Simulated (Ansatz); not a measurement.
# Magnetic orders of Fe3Co

Computed with Ansatz 0.2.0, DFT r2SCAN, scalar-relativistic, plane waves, PAW.

```cif
data_structure
_symmetry_space_group_name_H-M 'P 1'
_symmetry_Int_Tables_number 1
_cell_length_a 4.0236
_cell_length_b 4.0236
_cell_length_c 2.8277
_cell_angle_alpha 90.000
_cell_angle_beta 90.000
_cell_angle_gamma 90.000
_cell_volume 45.78
loop_
_atom_site_label
_atom_site_type_symbol
_atom_site_fract_x
_atom_site_fract_y
_atom_site_fract_z
_atom_site_occupancy
Fe1 Fe 0.50000 0.50000 0.00000 1
Fe2 Fe 0.50000 0.00000 0.50000 1
Fe3 Fe 0.00000 0.50000 0.50000 1
Co1 Co 0.00000 0.00000 0.00000 1
```

* plane-wave cutoff: 500 eV
* Γ-centred k-mesh: 10×10×14
* occupation rule: Gaussian smearing, 0.1 eV
* list of starting moments (μB, in atom order): 4 4 4 3
* check for lower electronic states after the SCF: off

All runs keep this geometry, which isn't relaxed for the lowest state (largest force there 0.000 eV/Å, pressure 0.4 GPa) and needn't be a stable compound; relaxing each order would shift the differences by some 170 meV/atom, going by the pressures and a bulk modulus of about 150 GPa. The large starts are 5 5 5 4.5 μB. r2SCAN tends to overstate moments in metals. Site moments are spin moments in atom-centred spheres that scale with the neighbour distance. The states are those that the runs reached from these starts; a lower one can exist. No antiferromagnetic start is among these.

| start | ends | energy above lowest (meV/atom) | site moments (μB) | gap on mesh (eV) | P (GPa) |
| --- | --- | --- | --- | --- | --- |
| no spin | non-magnetic | 1246 | none over 0.05 | metal | -26.6 |
| ferromagnetic | ferromagnetic | 0.00 | Fe +2.69, Fe +2.87 (×2), Co +1.92 | metal | 0.4 |
| large parallel starting moments | ferromagnetic | 0.00 | Fe +2.69, Fe +2.87 (×2), Co +1.92 | metal | 0.4 |

1 further run of this set didn't finish or converge.

Cost: 3 runs of about 14 core-minutes in all, on AMD EPYC (Zen 3) (shared hosts).